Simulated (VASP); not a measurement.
# HC60N3 (a cell with a defect) in VASP: settings compared, part 2 of 3

VASP 6.6.1.

### Step 3. Single point, LDA

The input, INCAR:

```
SYSTEM = HC60N3
PREC = Accurate
ENCUT = 520
EDIFF = 1E-6
ISMEAR = 0
SIGMA = 0.03
LREAL = .False.
LASPH = .True.
NELM = 80
ALGO = Fast
ISIF = 2
LWAVE = .False.
LCHARG = .True.
LELF = .True.
LVHAR = .True.
NBANDS = 166
```

The input, KPOINTS:

```
Automatic mesh
0
Gamma
  2 2 2
  0 0 0
```

The input, POSCAR:

```
HC60N3
1.0
    7.1400000000      0.0000000000      0.0000000000
    0.0000000000      7.1400000000      0.0000000000
    0.0000000000      0.0000000000      7.1400000000
H C N
1 60 3
Direct
    0.5056304000      0.5353407700      0.5204855900
    0.6319130000      0.6319130000      0.6319130000
    0.5014860000      0.7507060000      0.7507060000
    0.7507060000      0.5014860000      0.7507060000
    0.7507060000      0.7507060000      0.5014860000
    0.4950870000      0.2505090000      0.7494590000
    0.4950870000      0.7494590000      0.2505090000
    0.2505090000      0.4950870000      0.7494590000
    0.7494590000      0.4950870000      0.2505090000
    0.2505090000      0.7494590000      0.4950870000
    0.7494590000      0.2505090000      0.4950870000
    0.6235760000      0.3759650000      0.8734240000
    0.6235760000      0.8734240000      0.3759650000
    0.3759650000      0.6235760000      0.8734240000
    0.8734240000      0.6235760000      0.3759650000
    0.3759650000      0.8734240000      0.6235760000
    0.8734240000      0.3759650000      0.6235760000
    0.5050870000      0.2510410000      0.2510410000
    0.2510410000      0.5050870000      0.2510410000
    0.2510410000      0.2510410000      0.5050870000
    0.1273950000      0.6227350000      0.6227350000
    0.6227350000      0.1273950000      0.6227350000
    0.6227350000      0.6227350000      0.1273950000
    0.9999620000      0.4999560000      0.4999560000
    0.4999560000      0.9999620000      0.4999560000
    0.4999560000      0.4999560000      0.9999620000
    0.1278200000      0.3773090000      0.3773090000
    0.3773090000      0.1278200000      0.3773090000
    0.3773090000      0.3773090000      0.1278200000
    0.6239330000      0.8758650000      0.8758650000
    0.8758650000      0.6239330000      0.8758650000
    0.8758650000      0.8758650000      0.6239330000
    0.0011195000      0.7494200000      0.7494200000
    0.7494200000      0.0011195000      0.7494200000
    0.7494200000      0.7494200000      0.0011195000
    0.1237350000      0.3750450000      0.8761320000
    0.1237350000      0.8761320000      0.3750450000
    0.3750450000      0.1237350000      0.8761320000
    0.8761320000      0.1237350000      0.3750450000
    0.3750450000      0.8761320000      0.1237350000
    0.8761320000      0.3750450000      0.1237350000
    0.9987500000      0.2495250000      0.7493430000
    0.9987500000      0.7493430000      0.2495250000
    0.2495250000      0.9987500000      0.7493430000
    0.7493430000      0.9987500000      0.2495250000
    0.2495250000      0.7493430000      0.9987500000
    0.7493430000      0.2495250000      0.9987500000
    0.1237820000      0.1237820000      0.6246850000
    0.1237820000      0.6246850000      0.1237820000
    0.6246850000      0.1237820000      0.1237820000
    0.0017403000      0.2503660000      0.2503660000
    0.2503660000      0.0017403000      0.2503660000
    0.2503660000      0.2503660000      0.0017403000
    0.1249420000      0.8743930000      0.8743930000
    0.8743930000      0.1249420000      0.8743930000
    0.8743930000      0.8743930000      0.1249420000
    0.9999680000      0.9999680000      0.4998950000
    0.9999680000      0.4998950000      0.9999680000
    0.4998950000      0.9999680000      0.9999680000
    0.1254050000      0.1254050000      0.1254050000
    0.9997840000      0.9997840000      0.9997840000
    0.6351560000      0.3648080000      0.3648080000
    0.3648080000      0.6351560000      0.3648080000
    0.3648080000      0.3648080000      0.6351560000
```

Potentials or basis: VASP PAW LDA potentials, release 64 (H, C, N).

Started as:

```bash
$ cat potpaw_LDA.64/H/POTCAR potpaw_LDA.64/C/POTCAR potpaw_LDA.64/N/POTCAR > POTCAR
$ mpirun -np 1 vasp_std > vasp.out
```

OUTCAR:

```text
SYSTEM = HC60N3
   PREC = Accurate
   ENCUT = 520
   EDIFF = 1E-6
   ISMEAR = 0
   LREAL = .False.
   LASPH = .True.
   NELM = 80
   ISIF = 2

 ion  position               nearest neighbor table
   1  0.506  0.535  0.520-   2 1.39
   2  0.632  0.632  0.632-   1 1.39   3 1.52   4 1.52   5 1.52
   3  0.501  0.751  0.751-   2 1.52  30 1.54  16 1.55  14 1.55
   4  0.751  0.501  0.751-   2 1.52  31 1.54  17 1.55  12 1.55
   5  0.751  0.751  0.501-   2 1.52  32 1.54  15 1.55  13 1.55
   6  0.495  0.251  0.749-  64 1.48  38 1.54  22 1.56  12 1.56
   7  0.495  0.749  0.251-  63 1.48  40 1.54  23 1.56  13 1.56
[... 52 lines left out ...]
  60  0.125  0.125  0.125-  51 1.54  52 1.54  53 1.54  61 1.55
  61  1.000  1.000  1.000-  54 1.55  55 1.55  56 1.55  60 1.55
  62  0.635  0.365  0.365-  18 1.48  11 1.48   9 1.48
  63  0.365  0.635  0.365-  19 1.48  10 1.48   7 1.48
  64  0.365  0.365  0.635-  20 1.48   8 1.48   6 1.48

  LATTYP: Found a simple cubic cell.
 ALAT       =     7.1400000000

  Lattice vectors:

 A1 = (   7.1400000000,   0.0000000000,   0.0000000000)
 A2 = (   0.0000000000,   7.1400000000,   0.0000000000)
 A3 = (   0.0000000000,   0.0000000000,   7.1400000000)

Analysis of symmetry for initial positions (statically):
=====================================================================
 Subroutine PRICEL returns:
 Original cell was already a primitive cell.

 Routine SETGRP: Setting up the symmetry group for a
 simple cubic supercell.

 Subroutine GETGRP returns: Found  1 space group operations
 (whereof  1 operations were pure point group operations)
 out of a pool of 48 trial point group operations.

The static configuration has the point symmetry C_1 .

Analysis of symmetry for dynamics (positions and initial velocities):
=====================================================================
 Subroutine PRICEL returns:
 Original cell was already a primitive cell.

 Routine SETGRP: Setting up the symmetry group for a
 simple cubic supercell.

[... 237 lines left out ...]
   LHFCALC =     F    Hartree Fock is set to
   AEXX    =    0.0000 exact exchange contribution
   IVDW    =     0    specifies the selected vdW correction
   LEPSILON=     F    determine dielectric tensor
   LRPA    =     F    only Hartree local field effects (RPA)
 non-spin polarized calculation
 RMM-DIIS sequential band-by-band and
 Gauss-broadening in eV      SIGMA  =   0.03
  energy-cutoff  :      520.00
  volume of cell :      363.99
 maximum number of plane-waves:      9808
 NGX is ok and might be reduce to    54
   NGX = 27   NGY = 27   NGZ = 27

 number of electron     255.9999985 magnetization

 Free energy of the ion-electron system (eV)
  ---------------------------------------------------
  ext. energy  EPLUGINS =         0.00000000
  ---------------------------------------------------
  free energy    TOTEN  =      -634.54243426 eV

  energy without entropy =     -634.54243426  energy(sigma->0) =     -634.54243426

 E-fermi :  10.4038     XC(G=0): -13.4389

 val. band max:       10.1935559116   @ k =   0.0000   0.0000   0.0000
 cond. band min:      13.4345947331   @ k =   0.0000   0.5000   0.0000
 fundamental gap:      3.2410388215
 Fermi energy:        10.4037950669

 k-point     1 :       0.0000    0.0000    0.0000
  band No.  band energies     occupation
      1     -12.1292      2.00000
      2     -10.5639      2.00000
      3     -10.4858      2.00000
      4     -10.0486      2.00000
      5      -9.6244      2.00000
      6      -9.6223      2.00000
[... 1133 lines left out ...]
    139      15.3946      0.00000
    140      15.3982      0.00000
 [bands above 140 left out]

------------------------ aborting loop because EDIFF is reached ----------------------------------------

  FORCE on cell =-STRESS in cart. coord.  units (eV):
  Direction    XX          YY          ZZ          XY          YZ          ZX
  --------------------------------------------------------------------------------------
  -------------------------------------------------------------------------------------
  Total      -31.5631634    -30.0736308    -30.8439146     -2.3840075     -1.6579052     -3.2229742
  in kB     -138.9301392   -132.3737312   -135.7642544    -10.4935773     -7.2975258    -14.1864189
  external PRESSURE =    -135.6893749 kB  Pullay stress =       0.0000000 kB

 VOLUME and BASIS-vectors are now :
 -----------------------------------------------------------------------------
  energy-cutoff  :      520.00
  volume of cell :      363.99
      direct lattice vectors                 reciprocal lattice vectors
     7.140000000  0.000000000  0.000000000     0.140056022  0.000000000  0.000000000
     0.000000000  7.140000000  0.000000000     0.000000000  0.140056022  0.000000000
     0.000000000  0.000000000  7.140000000     0.000000000  0.000000000  0.140056022

 POSITION                                       TOTAL-FORCE (eV/Angst)
 -----------------------------------------------------------------------------------
      3.61020      3.82233      3.71627         2.693726      1.648564      2.076396
      4.51186      4.51186      4.51186        -2.007737     -1.150601     -1.572234
      3.58061      5.36004      5.36004         0.268683     -0.128246     -0.122592
      5.36004      3.58061      5.36004        -0.388517      0.029176     -0.384249
      5.36004      5.36004      3.58061        -0.263916     -0.264732      0.145776
      3.53492      1.78863      5.35114         0.078907      0.073403     -0.051383
[... 56 lines left out ...]
      2.60473      4.53501      2.60473        -0.215319     -0.047770     -0.153723
      2.60473      2.60473      4.53501        -0.282433     -0.210750      0.030016
 -----------------------------------------------------------------------------------
    total drift:                               -0.000257     -0.000333     -0.000200

  FREE ENERGIE OF THE ION-ELECTRON SYSTEM (eV)
  ---------------------------------------------------
  free  energy   TOTEN  =      -634.5424342589 eV

  energy  without entropy=     -634.5424342589  energy(sigma->0) =     -634.54243426
```

stdout:

```text
POSCAR found type information on POSCAR H C N
 POSCAR found :  3 types and      64 ions
 scaLAPACK will be used
 -----------------------------------------------------------------------------
|                                                                             |
|                                                                             |
|     You have a (more or less) 'large supercell' and for larger cells it     |
|     might be more efficient to use real-space projection operators.         |
|     Therefore, try LREAL= Auto in the INCAR file.                           |
|     Mind: For very accurate calculation, you might also keep the            |
|     reciprocal projection scheme (i.e. LREAL=.FALSE.).                      |
|                                                                             |
 -----------------------------------------------------------------------------

 LDA part: xc-table for (Slater(with rela. corr.)+CA(PZ))
 , standard interpolation
 POSCAR, INCAR and KPOINTS ok, starting setup
 FFT: planning ... GRIDC
 FFT: planning ... GRID_SOFT
 FFT: planning ... GRID
 WAVECAR not read
 entering main loop
```

Wall time 15 min (1 thread of Intel Xeon Platinum 8559C (Emerald Rapids), shared host); peak memory 0.51 GiB.

What came out:

```
Free energy            : -634.5424 eV
Pressure               : -13.6 GPa
Largest force          : 3.780 eV/Å
Band gap on the k mesh : 3.24 eV, indirect (least direct gap 3.30 eV)
```

Forces on the atoms (eV/Å):
```
H    2.694  1.649  2.076
C   -2.008 -1.151 -1.572
C    0.269 -0.128 -0.123
C   -0.389  0.029 -0.384
C   -0.264 -0.265  0.146
C    0.079  0.073 -0.051
C    0.136  0.042 -0.025
C    0.011  0.021  0.025
C   -0.056 -0.007  0.093
C   -0.075  0.096  0.097
C   -0.085  0.113  0.015
C    0.034  0.014  0.012
C    0.029  0.009  0.042
C    0.031  0.029  0.012
C    0.012  0.034  0.006
C    0.051  0.012  0.027
C    0.014 -0.003  0.037
C    0.099  0.001  0.009
C   -0.084 -0.045 -0.090
C   -0.029 -0.043  0.044
C   -0.018 -0.030 -0.017
C   -0.001 -0.013 -0.010
C   -0.004 -0.026 -0.015
C   -0.038  0.001  0.000
C    0.000 -0.016  0.001
C   -0.001  0.002 -0.029
C   -0.013  0.014  0.026
C    0.013 -0.009  0.003
C    0.026  0.004 -0.011
C   -0.073  0.079  0.083
C    0.035 -0.008  0.030
C    0.059  0.050 -0.040
C   -0.013  0.018  0.004
C   -0.003 -0.019  0.008
C   -0.006  0.019 -0.017
C    0.009 -0.024 -0.024
C    0.022 -0.035 -0.043
C   -0.032  0.011 -0.022
C   -0.014  0.001 -0.016
C   -0.050 -0.037  0.025
C   -0.016 -0.014  0.001
C   -0.001 -0.006 -0.023
C   -0.009 -0.022 -0.005
C   -0.019 -0.007 -0.025
C   -0.026 -0.001 -0.020
C   -0.010 -0.022 -0.013
C   -0.025 -0.012  0.002
C    0.014  0.017  0.014
C    0.027  0.042  0.028
C   -0.004  0.011  0.009
C    0.002 -0.006 -0.015
C   -0.009  0.012 -0.003
C   -0.016 -0.001  0.006
C    0.005 -0.001  0.002
C   -0.003  0.006 -0.005
C    0.001 -0.004  0.005
C    0.034  0.016  0.056
C    0.027  0.019  0.020
C    0.087  0.023  0.034
C   -0.007 -0.008 -0.008
C   -0.009 -0.002 -0.006
N    0.089 -0.240 -0.264
N   -0.215 -0.048 -0.154
N   -0.282 -0.211  0.030
```

Caveat: the k mesh is coarse (spacing up to 0.44 Å⁻¹), so the values aren't converged. LDA gaps usually lie below the measured ones, often by a third to a half.

(Continued in part 3 of 3.)
